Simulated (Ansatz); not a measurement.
System: YN (rock salt type), 2 atoms in the cell.

```yaml
crystal:
  lattice:
    - [0.00000, 2.46000, 2.46000]
    - [2.46000, 0.00000, 2.46000]
    - [2.46000, 2.46000, 0.00000]
  atoms:
    - { symbol: Y, position: [0.00000, 0.00000, 0.00000] }
    - { symbol: N, position: [0.50000, 0.50000, 0.50000] }
```
Lattice in Å, positions in fractions of it.

All numbers below come from PBE, plane waves, PAW datasets (generated hard set) in Ansatz.

Cutoff 700 eV; k-mesh 6×6×6 Γ-centred; Fermi–Dirac smearing of 0.02 eV; no spin polarisation.

Q: How large is the gap on this mesh, is it direct, and where do the band edges lie (fractions of the reciprocal vectors of this cell)?

A: 0.21 eV, indirect from (0.000, 0.000, 0.000) to (0.000, -0.500, -0.500); the smallest direct gap is 0.61 eV.

Q: List the levels near the gap at (0.000, 0.000, 0.000), (0.000, 0.000, 0.167), (0.000, 0.000, 0.333), (0.000, 0.000, -0.500), (0.000, 0.167, 0.333), (0.000, -0.500, -0.500), in eV from the top of the valence band (v1 is the highest filled band, c1 the lowest empty one).

A: 
| k | v4 | v3 | v2 | v1 | c1 | c2 | c3 |
| --- | --- | --- | --- | --- | --- | --- | --- |
| (0.000, 0.000, 0.000) | -12.84 | 0.00 | 0.00 | 0.00 | 3.10 | 3.10 | 3.10 |
| (0.000, 0.000, 0.167) | -12.42 | -1.40 | -0.77 | -0.77 | 3.29 | 3.73 | 3.73 |
| (0.000, 0.000, 0.333) | -11.60 | -3.25 | -1.80 | -1.80 | 4.20 | 5.21 | 5.21 |
| (0.000, 0.000, -0.500) | -11.18 | -4.02 | -2.20 | -2.20 | 5.59 | 6.25 | 6.25 |
| (0.000, 0.167, 0.333) | -11.91 | -2.80 | -1.36 | -1.04 | 2.32 | 5.74 | 5.86 |
| (0.000, -0.500, -0.500) | -12.42 | -1.54 | -0.40 | -0.40 | 0.21 | 6.72 | 7.03 |

A gap read on the mesh is an upper bound of this method's gap, since the mesh can miss a band edge. Spin–orbit coupling is left out; with heavy elements it can shift the gap and split levels by tenths of an eV. Semilocal functionals give gaps that mostly lie well below measured ones.
